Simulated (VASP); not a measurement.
Output of a VASP run:

### OSZICAR
```
       N       E                     dE             d eps       ncg     rms          rms(c)
DAV:   1    -0.153607050244E+04   -0.15361E+04   -0.64766E+03   208   0.104E+03
DAV:   2    -0.160263200025E+04   -0.66561E+02   -0.65254E+02   238   0.215E+02
DAV:   3    -0.160606475262E+04   -0.34328E+01   -0.34261E+01   258   0.513E+01
DAV:   4    -0.160615699719E+04   -0.92245E-01   -0.92232E-01   292   0.685E+00
DAV:   5    -0.694847119132E+01    0.15992E+04   -0.72249E+00   208   0.366E+01    0.150E+01
DAV:   6    -0.691327695702E+01    0.35194E-01   -0.73785E-01   265   0.795E+00    0.860E+00
DAV:   7    -0.690274763172E+01    0.10529E-01   -0.12548E-01   285   0.330E+00    0.604E+00
DAV:   8    -0.690188196890E+01    0.86566E-03   -0.18079E-02   243   0.101E+00    0.371E+00
DAV:   9    -0.690023537396E+01    0.16466E-02   -0.17746E-03   243   0.460E-01    0.227E+00
DAV:  10    -0.689945204647E+01    0.78333E-03   -0.37769E-04   241   0.149E-01    0.132E+00
DAV:  11    -0.689923305963E+01    0.21899E-03   -0.21157E-04   241   0.917E-02    0.740E-01
DAV:  12    -0.689919185014E+01    0.41209E-04   -0.82128E-05   284   0.603E-02    0.408E-01
DAV:  13    -0.689919131110E+01    0.53904E-06   -0.24577E-05   241   0.371E-02    0.232E-01
DAV:  14    -0.689919814503E+01   -0.68339E-05   -0.10624E-05   257   0.249E-02    0.133E-01
DAV:  15    -0.689920417238E+01   -0.60274E-05   -0.44067E-06   233   0.158E-02    0.767E-02
DAV:  16    -0.689920822398E+01   -0.40516E-05   -0.20122E-06   212   0.101E-02    0.450E-02
DAV:  17    -0.689921062816E+01   -0.24042E-05   -0.91166E-07   188   0.659E-03    0.268E-02
DAV:  18    -0.689921196366E+01   -0.13355E-05   -0.48192E-07   169   0.483E-03    0.161E-02
DAV:  19    -0.689921268320E+01   -0.71954E-06   -0.22978E-07   164   0.332E-03
   1 F= -.68992127E+01 E0= -.68992127E+01  d E =-.463832E-27
```

OUTCAR:
```
------------------------ aborting loop because EDIFF is reached ----------------------------------------
  FORCE on cell =-STRESS in cart. coord.  units (eV):
  Direction    XX          YY          ZZ          XY          YZ          ZX
  --------------------------------------------------------------------------------------
  Total        0.0169421      0.0169421      0.0169421     -0.0000000     -0.0000000      0.0000000
  in kB        0.4694945      0.4694945      0.4694945     -0.0000000     -0.0000000      0.0000000
  external PRESSURE =       0.4694945 kB  Pullay stress =       0.0000000 kB
  volume of cell :       57.82
      direct lattice vectors                 reciprocal lattice vectors
     0.000000000  3.069060000  3.069060000    -0.162916333  0.162916333  0.162916333
     3.069060000  0.000000000  3.069060000     0.162916333 -0.162916333  0.162916333
     3.069060000  3.069060000  0.000000000     0.162916333  0.162916333 -0.162916333
 POSITION                                       TOTAL-FORCE (eV/Angst)
 -----------------------------------------------------------------------------------
      3.06906      3.06906      3.06906         0.000000     -0.000000     -0.000000
      1.53453      1.53453      1.53453        -0.000000      0.000000      0.000000
 -----------------------------------------------------------------------------------
    total drift:                                0.000028      0.000020      0.000023
  FREE ENERGIE OF THE ION-ELECTRON SYSTEM (eV)
  ---------------------------------------------------
  free  energy   TOTEN  =        -6.8992126832 eV

  energy  without entropy=       -6.8992126832  energy(sigma->0) =       -6.89921268

  exchange ACFDT corr.  =         0.00000000  see jH, gK, PRB 81, 115126
```
(Selected blocks of OUTCAR.)

File POSCAR:
```
ZnTe
1
    0.0000000000     3.0690600000     3.0690600000
    3.0690600000     0.0000000000     3.0690600000
    3.0690600000     3.0690600000     0.0000000000
Zn Te
1 1
Direct
  0.5000000000   0.5000000000   0.5000000000
  0.2500000000   0.2500000000   0.2500000000
```

Question: Write an INCAR and KPOINTS that could have produced this output.

Answer: This is not unique; one that fits is the input of the run itself, PBE0 hybrid, plane waves, VASP's PBE PAW potentials (set 64).

### INCAR
```
ISMEAR  =  0   ! Gaussian
LWAVE  =  F
AEXX  =  0.25
LCHARG  =  F
LHFCALC  =  T
ENCUT  =  300   ! plane-wave cut-off (eV)
LASPH  =  T   ! aspherical one-centre terms
ALGO  =  Normal   ! blocked Davidson
EDIFF  =  1E-6   ! SCF stop (eV)
SIGMA  =  0.01   ! width (eV)
LREAL  =  F   ! projection in real space or not
GGA  =  PE   ! PBE
SYSTEM  =  ZnTe
PRECFOCK  =  Fast
PREC  =  Accurate
ISYM  =  3
HFRCUT  =  -1
ISIF  =  2
LMAXMIX  =  4
NELM  =  100   ! most electronic steps
```

**KPOINTS**
```
Automatic mesh
0
Gamma
4 4 4
0 0 0
```

POTCAR, in this order: Zn Te (PBE.64 set). Program: vasp_std.

At this cut-off the stress carries a Pulay error, which pulls relaxed volumes low.

The structure comes from a computed database's ZnTe entry; how it stands against other phases isn't given here. The cell was not relaxed at this level. The k-mesh is coarse (spacing up to 0.44 per Å, 2π included), so the numbers may not be converged in it. The run is one of a series of settings (KPOINTS 4×4×4 Γ-centred mesh against the base run), some of them coarse on purpose.
